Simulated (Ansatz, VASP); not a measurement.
TiC in VASP and in Ansatz

POSCAR

```
TiC
1.0
    0.0000000000      2.1197324530      2.1197324530
    2.1197324530      0.0000000000      2.1197324530
    2.1197324530      2.1197324530      0.0000000000
Ti C
1 1
Direct
    0.0000000000      0.0000000000      0.0000000000
    0.5000000000      0.5000000000      0.5000000000
```

File INCAR.step1:

```
ALGO = Normal ; EDIFF = 1E-4
ENCUT = 520 ; GGA = PE
ISMEAR = 0 ; LASPH = True
LCHARG = False ; LREAL = False
LWAVE = True ; NBANDS = 15
NELM = 60 ; PREC = Accurate
SIGMA = 0.1
```

The input INCAR.step2:

```
ALGO = Normal ; EDIFF = 1E-6
ENCUT = 520 ; ISIF = 2
ISMEAR = 0 ; ISTART = 1
LASPH = True ; LCHARG = False
LMIXTAU = True ; LREAL = False
LWAVE = False ; METAGGA = R2SCAN
NBANDS = 15 ; NELM = 60
PREC = Accurate ; SIGMA = 0.1
```

KPOINTS

```
k-points
0
Gamma
  16 16 16
```

Input for Ansatz:

```yaml
crystal:
  lattice:
    - [0.0, 2.1197324616, 2.1197324616]
    - [2.1197324616, 0.0, 2.1197324616]
    - [2.1197324616, 2.1197324616, 0.0]
  atoms:
    - { symbol: Ti, position: [0.0, 0.0, 0.0] }
    - { symbol: C, position: [0.5, 0.5, 0.5] }
basis:
  ecutwfc: 500
kpoints:
  mp_grid: { grid: [16, 16, 16] }
hamiltonian:
  xc: r2scan
scf:
  occupations: { method: gaussian, width: 0.1 }
output:
  forces: true
  stress: true
  eigenvalues: true
```

Alike in both runs: task single point; functional r2SCAN; k mesh 16 × 16 × 16; occupations gaussian, width 0.1 eV; no spin polarisation.

|  | VASP | Ansatz |
| --- | --- | --- |
| version | VASP 6.6.1 | Ansatz 0.2.0 |
| potentials or method | VASP PAW PBE potentials, release 64 (Ti_sv, C) | scalar-relativistic, plane waves, PAW |
| plane-wave cutoff (eV) | 520 | 500 |
| valence electrons in the cell | 16 | 16 |

|  | VASP | Ansatz | Ansatz less VASP |
| --- | --- | --- | --- |
| gap on the k mesh at the Fermi level (eV) | none | none | - |
| pressure (GPa) | 19.4 | 18.3 | -1.08 |

A gap of «none» marks a metal or a gap that the smearing closes.

Caveats: so large a pressure means that the cell lies far from this level's equilibrium, or that cutoff or potentials fall short (VASP); the potentials were made for another functional, which shifts forces and pressure (VASP).
